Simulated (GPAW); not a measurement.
# HfC (P6_3/mmc) in GPAW: reference runs

Aim: a first look at HfC with PBEsol, on the cell as given and on a disturbed one.

All numbers are computed with GPAW 26.7.0; they aren't measurements. Logs are shortened: lines on timing, memory, paths and dates and some standing lists are left out, and cuts for length are marked. The log counts tension as positive stress, the text compression.

## (1) Starting point

The structure is hexagonal, space group P6_3/mmc (No. 194). The conventional cell has a = 3.343 Å, b = 3.343 Å, c = 5.203 Å, α = 90.00°, β = 90.00°, γ = 120.00°. Hf (site symmetry -6m2) is surrounded by 6 C at 2.33 Å. Around C (site symmetry -3m) lie 6 Hf at 2.33 Å and 2 C at 2.60 Å.

The cell comes from a database or a generator and needn't be the stable form of this composition.

## (2) Single point, PBEsol

File run.py:

```python
from ase import Atoms
from ase.dft.bandgap import bandgap
from ase.io import write
from ase.units import Bohr, GPa
from gpaw import GPAW, PW, setup_paths
from gpaw.elf import elf_from_dft_calculation

setup_paths.insert(0, '.')

atoms = Atoms(['Hf', 'Hf', 'C', 'C'],
              cell=[[3.3428660531, 0.0, 0.0],
                    [-1.6714330265, 2.8950069234, 0.0],
                    [0.0, 0.0, 5.202714]],
              scaled_positions=[[0.3333333333, 0.6666666667, 0.25],
                                [0.6666666667, 0.3333333333, 0.75],
                                [0.0, 0.0, 0.5],
                                [0.0, 0.0, 0.0]],
              pbc=True)

calc = GPAW(mode=PW(800),
            xc='PBEsol',
            kpts={'size': (9, 9, 5), 'gamma': True},
            occupations={'name': 'fermi-dirac', 'width': 0.05},
            nbands=31,
            convergence={'density': 1e-05, 'energy': 1e-05},
            maxiter=150,
            txt='gpaw.txt')
atoms.calc = calc
energy = atoms.get_potential_energy()
forces = atoms.get_forces()
stress = atoms.get_stress()
calc.write('gs.gpw')
write('result.traj', atoms)
print(f'Energy: {energy:.6f} eV')
print('Forces (eV/A):')
print(forces.round(4))
print('Stress (GPa):', (stress / GPa).round(3))
print('Fermi level:', round(calc.get_fermi_level(), 4), 'eV')
print(f'Gap: {bandgap(calc)[0]:.4f} eV, direct: {bandgap(calc, direct=True)[0]:.4f} eV')

# fields on the real-space grid
write('density.cube', atoms, data=calc.get_pseudo_density() * Bohr**3)
write('potential.cube', atoms, data=calc.get_electrostatic_potential())
write('elf.cube', atoms, data=elf_from_dft_calculation(calc).data)
```

Potentials or basis: PAW data sets generated in the run's folder for this functional, pw.

Launch:

```bash
> gpaw-setup -f PBEsol C Hf
> OMP_NUM_THREADS=1 python run.py
```

gpaw.txt:

```text
__  _  _
 | _ |_)|_||  |
 |__||  | ||/\| - 26.7.0

Input parameters:
  mode=PW(ecut=800.0),
  convergence={'density': 1e-05, 'energy': 1e-05},
  kpts=MonkhorstPack(size=(9, 9, 5), gamma=True),
  maxiter=150,
  nbands=31,
  occupations=Occupations(name='fermi-dirac', width=0.05),
  xc=XC(name='PBEsol')

Diagonalizing LCAO Hamiltonian
Converting LCAO to pw mode

            Hf

       C Hf

       C

Atoms  # Å, Bohr magnetons
|   | symbol |         x |        y |        z |    initial magnetic moments |
|---|--------|-----------|----------|----------|-----------------------------|
| 0 |     Hf | -0.000000 | 1.930005 | 1.300679 | ( 0.0000,  0.0000,  0.0000) |
| 1 |     Hf |  1.671433 | 0.965002 | 3.902036 | ( 0.0000,  0.0000,  0.0000) |
| 2 |      C |  0.000000 | 0.000000 | 2.601357 | ( 0.0000,  0.0000,  0.0000) |
| 3 |      C |  0.000000 | 0.000000 | 0.000000 | ( 0.0000,  0.0000,  0.0000) |

Unit cell  # Å
| periodic |         x |        y |        z |  lengths |     angles |
|----------|-----------|----------|----------|----------|------------|
|      yes |  3.342866 | 0.000000 | 0.000000 | 3.342866 |  90.000000 |
|      yes | -1.671433 | 2.895007 | 0.000000 | 3.342866 |  90.000000 |
|      yes |  0.000000 | 0.000000 | 5.202714 | 5.202714 | 120.000000 |

Number of symmetries: 12
Symmetry operations  # r_c * U_cc + t_c -> r_c
|    | kind |            matrix            |
|----|------|------------------------------|
|  0 |  σ   |  1, 1, 0,  0,-1, 0,  0, 0, 1 |
|  1 |  S6  |  1, 1, 0, -1, 0, 0,  0, 0,-1 |
|  2 |  E   |  1, 0, 0,  0, 1, 0,  0, 0, 1 |
|  3 |  C2  |  1, 0, 0, -1,-1, 0,  0, 0,-1 |
|  4 |  C2  |  0, 1, 0,  1, 0, 0,  0, 0,-1 |
|  5 |  C3  |  0, 1, 0, -1,-1, 0,  0, 0, 1 |
|  6 |  S6  |  0,-1, 0,  1, 1, 0,  0, 0,-1 |
|  7 |  σ   |  0,-1, 0, -1, 0, 0,  0, 0, 1 |
|  8 |  σ   | -1, 0, 0,  1, 1, 0,  0, 0, 1 |
|  9 |  i   | -1, 0, 0,  0,-1, 0,  0, 0,-1 |
| 10 |  C3  | -1,-1, 0,  1, 0, 0,  0, 0, 1 |
| 11 |  C2  | -1,-1, 0,  0, 1, 0,  0, 0,-1 |

BZ-sampling:
  Number of BZ points: 405
  Number of IBZ points: 50

  Monkhorst-Pack size: [9, 9, 5]
  Monkhorst-Pack shift: [0, 0, 0]

K-points  # in reciprocal-cell coordinates
|     |                                coordinates |     weight |
|-----|--------------------------------------------|------------|
|   0 | (  0.00000000,   0.00000000,   0.00000000) | 0.00246914 |
|   1 | (  0.00000000,   0.00000000,   0.20000000) | 0.00493827 |
|   2 | (  0.00000000,   0.00000000,   0.40000000) | 0.00493827 |
|   3 | (  0.11111111,   0.00000000,  -0.40000000) | 0.01481481 |
|   4 | (  0.11111111,   0.00000000,  -0.20000000) | 0.01481481 |
|   5 | (  0.11111111,   0.00000000,   0.00000000) | 0.01481481 |
|   6 | (  0.11111111,   0.00000000,   0.20000000) | 0.01481481 |
|   7 | (  0.11111111,   0.00000000,   0.40000000) | 0.01481481 |
|   8 | (  0.22222222,  -0.11111111,   0.00000000) | 0.01481481 |
|   9 | (  0.22222222,  -0.11111111,   0.20000000) | 0.02962963 |
| ... |                                            |            |
|  49 | (  0.44444444,   0.44444444,   0.40000000) | 0.02962963 |

Plane wave coefficients: 2621
Cutoff: 800.0 eV

Spin-components: 1 (collinear spins)
Bands:           31
Projectors:      22
Spin-degeneracy: 2
Datatype:        complex128

Parallelization:
  kpt:    1
  domain: 1
  band:   1

Density:
  Valence electrons: 32.0
  Components: 1
  Grid points: [24 24 35]
  Charge: 0.0  # |e|

Potential:
  Grid points: [24 24 35]

species:
  Hf:
    name:    Hafnium
    Z:       72.0
    valence: 12
    core:    60
    charge:  0.0  # [|e|]
    compensation charges:
      type: gauss
      rc: 0.41  # [Å]
      lmax: 2
    cutoffs:
      filter: 2.36  # [Å]
      core: 4.02  # [Å]
    projectors
    | kind |    occ | energy [eV] | rcut [Å] |
    |------|--------|-------------|----------|
    |   5s |  2.000 |     -66.855 |    1.397 |
    |   6s |  2.000 |      -5.120 |    1.397 |
    |   5p |  6.000 |     -35.615 |    1.307 |
    |   6p |  0.000 |      -1.375 |    1.307 |
    |   5d |  2.000 |      -2.724 |    1.334 |
    |    d |        |      24.487 |    1.334 |

    Using partial waves for Hf as LCAO basis

  C:
    name:    Carbon
    Z:       6.0
    valence: 4
    core:    2
    charge:  0.0  # [|e|]
    compensation charges:
      type: gauss
      rc: 0.20  # [Å]
      lmax: 2
    cutoffs:
      filter: 1.14  # [Å]
      core: 1.14  # [Å]
    projectors
    | kind |    occ | energy [eV] | rcut [Å] |
    |------|--------|-------------|----------|
    |   2s |  2.000 |     -13.648 |    0.635 |
    |   2p |  2.000 |      -5.232 |    0.635 |
    |    s |        |      13.563 |    0.635 |
    |    p |        |      21.979 |    0.635 |
    |    d |        |       0.000 |    0.635 |

    Using partial waves for C as LCAO basis

Reference energy: -821570.674565  # eV

eigensolver:
  PPCG
  Converge bands: occupied
  niter=2

density mixing:
  MSR1-Mixer
  Pratt-step length: 0.05
  Maximum mixing coefficient: 0.75
  Old densities: 10
  SVD Regularization: 0.005
  Good broyden scale: 1.0
  Trust region scale: 1.0
  Backstep threshold: 4.0
  History deletion threshold: 6.0
  Fourier metric: weight=20.0, sigma=0.015

occupation numbers:
  Fermi-Dirac:
    width: 0.0500  # eV

poisson solver:
  ecut: 6400.0  # eV

xc functional:
  name: PBEsol with 2 nearest neighbor stencil

convergence criteria:
[... 6 lines left out ...]
|iter     | |      energy | eigst |  dens |
|---------|-|-------------|-------|-------|
|iter:   1| |  -41.832237 | -0.17 |       |
|iter:   2| |  -40.756824 | -2.17 | -0.84 |
|iter:   3| |  -38.615530 | -1.35 | -0.92 |
|iter:   4| |  -38.614675 | -2.81 | -1.57 |
|iter:   5| |  -38.630971 | -3.06 | -1.81 |
|iter:   6| |  -38.631238 | -4.81 | -2.79 |
|iter:   7| |  -38.631248c| -6.09 | -3.45 |
|iter:   8| |  -38.631249c| -7.48c| -4.12 |
|iter:   9| |  -38.631250c| -7.85c| -4.97 |
|iter:  10| |  -38.631250c| -8.18c| -5.08c|

Converged in 10 steps
Energy contributions relative to reference atoms: (reference = -821570.674565)

Energy contributions:
  Kinetic:          32.280400
  Coulomb:         -33.676263
  Zero:             -0.804885
  External:          0.000000
  Xc:              -36.428012
  Entropy:          -0.004978
  Spinorbit:         0.000000
  ----------------------------
  Free energy:     -38.633739
  Extrapolated:    -38.631250

dipole moment: (-6.650417, -11.518860, -10.350486)  # |e|*Ang

Fermi level: 11.243
Eigenvalues  # (at kpt = [0.000, 0.000, 0.000])
| band index |      eig [eV] | occ [0-2] |
|------------|---------------|-----------|
|          0 |       -49.971 |     2.000 |
|        ... |               |           |
|          7 |       -18.581 |     2.000 |
|          8 |        -1.664 |     2.000 |
|          9 |         2.724 |     2.000 |
|         10 |         4.410 |     2.000 |
|         11 |         8.183 |     2.000 |
|         12 |         8.183 |     2.000 |
[... 8 lines left out ...]
|         21 |        14.734 |     0.000 |
|         22 |        15.329 |     0.000 |
|        ... |               |           |
|         30 |        25.214 |     0.000 |

No gap
No difference between direct/indirect transitions

Forces  # eV/Ang
|        x |        y |        z |
|----------|----------|----------|
| -0.00000 | -0.00000 |  0.00002 |  # Hf   0
|  0.00000 | -0.00000 | -0.00002 |  # Hf   1
|  0.00000 | -0.00000 |  0.00000 |  # C    2
| -0.00000 | -0.00000 |  0.00000 |  # C    3

Stress tensor  # eV/Ang^3
|         x |         y |         z |
|-----------|-----------|-----------|
|  0.045390 | -0.000000 |  0.000000 |
| -0.000000 |  0.045390 | -0.000000 |
|  0.000000 | -0.000000 |  0.027129 |

# Writing to gs.gpw (mode='')
```

Wall time 88 s (1 thread of Arm Neoverse V1, shared host); peak memory 0.25 GiB.

Results:

```yaml
Free_energy: -38.6337 eV
Pressure: -6.3 GPa
Band_gap_on_the_k_mesh: none (metal or under the smearing width)
```

Stress tensor (GPa, compression positive):
```
-7.27  0.00  0.00
 0.00 -7.27  0.00
 0.00  0.00 -4.35
```

Spin-orbit coupling is left out, which matters for the levels of Hf.

## (3) Single point, PBEsol (atoms moved at random, drawn with an rms of 0.05 Å)

File run.py:

```python
from ase import Atoms
from ase.dft.bandgap import bandgap
from ase.io import write
from ase.units import GPa
from gpaw import GPAW, PW, setup_paths

setup_paths.insert(0, '.')

atoms = Atoms(['Hf', 'Hf', 'C', 'C'],
              cell=[[3.3428660531, 0.0, 0.0],
                    [-1.6714330265, 2.8950069234, 0.0],
                    [0.0, 0.0, 5.202714]],
              scaled_positions=[[0.338784, 0.666551, 0.256221],
                                [0.676648, 0.342441, 0.74911],
                                [0.009691, 0.006772, 0.49964],
                                [0.001289, -0.005217, 0.003064]],
              pbc=True)

calc = GPAW(mode=PW(800),
            xc='PBEsol',
            kpts={'size': (9, 9, 5), 'gamma': True},
            occupations={'name': 'fermi-dirac', 'width': 0.05},
            nbands=31,
            convergence={'density': 1e-05, 'energy': 1e-05},
            maxiter=150,
            txt='gpaw.txt')
atoms.calc = calc
energy = atoms.get_potential_energy()
forces = atoms.get_forces()
stress = atoms.get_stress()
calc.write('gs.gpw')
write('result.traj', atoms)
print(f'Energy: {energy:.6f} eV')
print('Forces (eV/A):')
print(forces.round(4))
print('Stress (GPa):', (stress / GPa).round(3))
print('Fermi level:', round(calc.get_fermi_level(), 4), 'eV')
print(f'Gap: {bandgap(calc)[0]:.4f} eV, direct: {bandgap(calc, direct=True)[0]:.4f} eV')
```

Potentials or basis: PAW data sets generated in the run's folder for this functional, pw.

Launch:

```bash
> gpaw-setup -f PBEsol C Hf
> OMP_NUM_THREADS=1 python run.py
```

gpaw.txt:

```text
__  _  _
 | _ |_)|_||  |
 |__||  | ||/\| - 26.7.0

Input parameters:
  mode=PW(ecut=800.0),
  convergence={'density': 1e-05, 'energy': 1e-05},
  kpts=MonkhorstPack(size=(9, 9, 5), gamma=True),
  maxiter=150,
  nbands=31,
  occupations=Occupations(name='fermi-dirac', width=0.05),
  xc=XC(name='PBEsol')

Diagonalizing LCAO Hamiltonian
Converting LCAO to pw mode

            Hf

       C Hf

       C

Atoms  # Å, Bohr magnetons
|   | symbol |        x |         y |        z |    initial magnetic moments |
|---|--------|----------|-----------|----------|-----------------------------|
| 0 |     Hf | 0.018414 |  1.929670 | 1.333045 | ( 0.0000,  0.0000,  0.0000) |
| 1 |     Hf | 1.689576 |  0.991369 | 3.897405 | ( 0.0000,  0.0000,  0.0000) |
| 2 |      C | 0.021077 |  0.019605 | 2.599484 | ( 0.0000,  0.0000,  0.0000) |
| 3 |      C | 0.013029 | -0.015103 | 0.015941 | ( 0.0000,  0.0000,  0.0000) |

Unit cell  # Å
| periodic |         x |        y |        z |  lengths |     angles |
|----------|-----------|----------|----------|----------|------------|
|      yes |  3.342866 | 0.000000 | 0.000000 | 3.342866 |  90.000000 |
|      yes | -1.671433 | 2.895007 | 0.000000 | 3.342866 |  90.000000 |
|      yes |  0.000000 | 0.000000 | 5.202714 | 5.202714 | 120.000000 |

Number of symmetries: 1
Symmetry operations  # r_c * U_cc + t_c -> r_c
|   | kind |            matrix            |
|---|------|------------------------------|
| 0 |  E   |  1, 0, 0,  0, 1, 0,  0, 0, 1 |

BZ-sampling:
  Number of BZ points: 405
  Number of IBZ points: 203

[... 110 lines left out ...]

occupation numbers:
  Fermi-Dirac:
    width: 0.0500  # eV

poisson solver:
  ecut: 6400.0  # eV

xc functional:
  name: PBEsol with 2 nearest neighbor stencil

convergence criteria:
[... 6 lines left out ...]
|iter     | |      energy | eigst |  dens |
|---------|-|-------------|-------|-------|
|iter:   1| |  -41.815094 | -0.17 |       |
|iter:   2| |  -40.739238 | -2.18 | -0.84 |
|iter:   3| |  -38.595441 | -1.35 | -0.92 |
|iter:   4| |  -38.595150 | -2.81 | -1.57 |
|iter:   5| |  -38.612034 | -3.05 | -1.81 |
|iter:   6| |  -38.612298 | -4.10 | -2.66 |
|iter:   7| |  -38.611705 | -4.76 | -2.81 |
|iter:   8| |  -38.611710 | -6.33 | -3.55 |
|iter:   9| |  -38.611708c| -7.18 | -3.95 |
|iter:  10| |  -38.611709c| -7.81c| -4.28 |
|iter:  11| |  -38.611709c| -8.44c| -5.16c|

Converged in 11 steps
Energy contributions relative to reference atoms: (reference = -821570.674565)

Energy contributions:
  Kinetic:          32.478094
  Coulomb:         -33.832784
  Zero:             -0.804755
  External:          0.000000
  Xc:              -36.449981
  Entropy:          -0.004565
  Spinorbit:         0.000000
  ----------------------------
  Free energy:     -38.613991
  Extrapolated:    -38.611709

dipole moment: (-12.818922, 0.155835, -9.983105)  # |e|*Ang

Fermi level: 11.253
Eigenvalues  # (at kpt = [0.000, 0.000, 0.000])
| band index |      eig [eV] | occ [0-2] |
|------------|---------------|-----------|
|          0 |       -49.978 |     2.000 |
|        ... |               |           |
|          7 |       -18.580 |     2.000 |
|          8 |        -1.665 |     2.000 |
|          9 |         2.723 |     2.000 |
|         10 |         4.409 |     2.000 |
|         11 |         8.152 |     2.000 |
|         12 |         8.191 |     2.000 |
[... 8 lines left out ...]
|         21 |        14.744 |     0.000 |
|         22 |        15.329 |     0.000 |
|        ... |               |           |
|         30 |        25.293 |     0.000 |

No gap
No difference between direct/indirect transitions

Forces  # eV/Ang
|        x |        y |        z |
|----------|----------|----------|
| -0.02044 |  0.04438 | -0.62852 |  # Hf   0
| -0.01352 | -0.36350 |  0.54393 |  # Hf   1
| -0.01947 | -0.00538 |  0.17634 |  # C    2
|  0.05342 |  0.32449 | -0.09176 |  # C    3

Stress tensor  # eV/Ang^3
|        x |        y |        z |
|----------|----------|----------|
| 0.044299 | 0.000008 | 0.000088 |
| 0.000008 | 0.044258 | 0.000628 |
| 0.000088 | 0.000628 | 0.026526 |

# Writing to gs.gpw (mode='')
```

stdout:

```text
Energy: -38.611709 eV
Forces (eV/A):
[[-0.0204  0.0444 -0.6285]
 [-0.0135 -0.3635  0.5439]
 [-0.0195 -0.0054  0.1763]
 [ 0.0534  0.3245 -0.0918]]
Stress (GPa): [7.097e+00 7.091e+00 4.250e+00 1.010e-01 1.400e-02 1.000e-03]
Fermi level: 11.2525 eV
Gap: 0.0000 eV, direct: 0.0000 eV
```

It took 6.3 min on 1 thread of Arm Neoverse V1, shared host; peak memory 0.54 GiB.

What came out:

- Free energy: -38.6140 eV
- Pressure: -6.1 GPa
- Largest force: 0.654 eV/Å
- Band gap on the k mesh: none (metal or under the smearing width)

Forces on the atoms (eV/Å):
```
Hf  -0.020  0.044 -0.629
Hf  -0.014 -0.364  0.544
C   -0.019 -0.005  0.176
C    0.053  0.324 -0.092
```

Stress tensor (GPa, compression positive):
```
-7.10  0.00 -0.01
 0.00 -7.09 -0.10
-0.01 -0.10 -4.25
```
